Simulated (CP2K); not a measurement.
## As in CP2K: convergence with cutoff ry

Input of the first run (cutoff ry 140 Ry); the others differ in this setting and in those tied to it:

File as_converge.inp:

```
&GLOBAL
  PROJECT as_converge
  RUN_TYPE ENERGY_FORCE
  PRINT_LEVEL LOW
&END GLOBAL
&FORCE_EVAL
  METHOD QS
  STRESS_TENSOR ANALYTICAL
  &DFT
    BASIS_SET_FILE_NAME BASIS_MOLOPT_UZH
    POTENTIAL_FILE_NAME POTENTIAL_UZH
    &MGRID
      CUTOFF 140
      REL_CUTOFF 60
      NGRIDS 4
    &END MGRID
    &QS
      METHOD GPW
      EPS_DEFAULT 1.0E-9
    &END QS
    &KPOINTS
      SCHEME MONKHORST-PACK 7 7 7
      GAMMA_CENTERED T
      SYMMETRY T
      SYMMETRY_BACKEND SPGLIB
    &END KPOINTS
    &SCF
      SCF_GUESS ATOMIC
      EPS_SCF 1.0E-6
      MAX_SCF 100
      ADDED_MOS 10
      CHOLESKY OFF
      EPS_EIGVAL 1.0E-7
      &DIAGONALIZATION ON
        ALGORITHM STANDARD
      &END DIAGONALIZATION
      &MIXING ON
        METHOD BROYDEN_MIXING
        ALPHA 0.4
        BETA 1.5
        NBUFFER 8
      &END MIXING
      &SMEAR ON
        METHOD FERMI_DIRAC
        ELECTRONIC_TEMPERATURE [K] 300.557
      &END SMEAR
    &END SCF
    &XC
      &XC_FUNCTIONAL
        &MGGA_X_R2SCAN
        &END MGGA_X_R2SCAN
        &MGGA_C_R2SCAN
        &END MGGA_C_R2SCAN
      &END XC_FUNCTIONAL
    &END XC
    &PRINT
      &KPOINTS ON
      &END KPOINTS
      &MULLIKEN ON
      &END MULLIKEN
      &MO ON
        ENERGIES T
        OCCUPATION_NUMBERS T
        &EACH
          QS_SCF 0
        &END EACH
        ADD_LAST NUMERIC
      &END MO
    &END PRINT
  &END DFT
  &SUBSYS
    &CELL
      A 4.1310000000 0.0000000000 0.0000000000
      B 2.4183895066 3.3491122995 0.0000000000
      C 2.4183895066 1.2366737439 3.1124252996
      PERIODIC XYZ
    &END CELL
    &COORD
      As  2.0267180570 1.0363876458 0.7034081177
      As  6.9410609562 3.5493983976 2.4090171819
    &END COORD
    &KIND As
      BASIS_SET TZVP-MOLOPT-SCAN-GTH-q5
      POTENTIAL GTH-SCAN-q5
    &END KIND
    &PRINT
      &ATOMIC_COORDINATES ON
      &END ATOMIC_COORDINATES
      &CELL ON
      &END CELL
    &END PRINT
  &END SUBSYS
  &PRINT
    &FORCES ON
    &END FORCES
    &STRESS_TENSOR ON
    &END STRESS_TENSOR
  &END PRINT
&END FORCE_EVAL
```

Potentials or basis: POTENTIAL_UZH As GTH-SCAN-q5; TZVP-MOLOPT-SCAN-GTH basis.

Command:

```bash
$ OMP_NUM_THREADS=1 cp2k.psmp -i as_converge.inp -o as_converge.out
```

Hardware: 1 thread of Arm Neoverse V1, on a shared host.

```tsv
cutoff ry	energy less the tightest run, at zero smearing (meV/atom)	largest force (eV/Å)	SCF cycles	CPU time (s)	peak memory (GiB)
140 Ry	0.00	0.054	14	25	0.18
200 Ry	-0.05	0.050	14	26	0.19
280 Ry	0.00	0.048	14	27	0.22
370 Ry	-0.01	0.049	14	24	0.23
470 Ry	0.00	0.049	14	30	0.26
570 Ry	0.00	0.049	14	28	0.3
680 Ry	0.00	0.049	14	33	0.4
840 Ry	0.00	0.049	14	33	0.44
1080 Ry	0.00	0.049	14	36	0.51
```

Against the tightest run, the energy stays within 1 meV/atom from 140 Ry on; the largest force stays within 0.005 eV/Å from 140 Ry on. The tightest run that finished is the yardstick and may itself not be fully converged.
